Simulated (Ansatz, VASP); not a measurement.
# Two plane-wave programs on Ge

```
Ge
1.0
     0.00000    2.82891    2.82891
     2.82891    0.00000    2.82891
     2.82891    2.82891    0.00000
Ge
2
Direct
  0.75000 0.75000 0.75000
  0.50000 0.50000 0.50000
```

Alike in both runs: task single point; functional PBE; k mesh 8 × 8 × 8; occupations gaussian, width 0.02 eV; no spin polarisation.

|  | VASP | Ansatz |
| --- | --- | --- |
| version | VASP 6.6.1 | Ansatz 0.2.0 |
| potentials or method | VASP PAW PBE potentials, release 64 (Ge_d) | Ansatz PAW |
| plane-wave cutoff (eV) | 520 | 420 |
| valence electrons in the cell | 28 | 28 |

Ansatz gave:

* gap on the k mesh at the Fermi level (eV): 0.03
* least direct gap on the mesh (eV): 0.03
* pressure (GPa): 3.6

Question: Estimate VASP's values.

Answer: gap on the k mesh at the Fermi level (eV): 0.03; least direct gap on the mesh (eV): 0.03; pressure (GPa): 3.5.

With one functional, cell and mesh, what is left measures potentials, basis and numerics.

A k mesh can miss the band edges. Expect the measured gap to be larger: semilocal functionals such as PBE lack the derivative discontinuity.
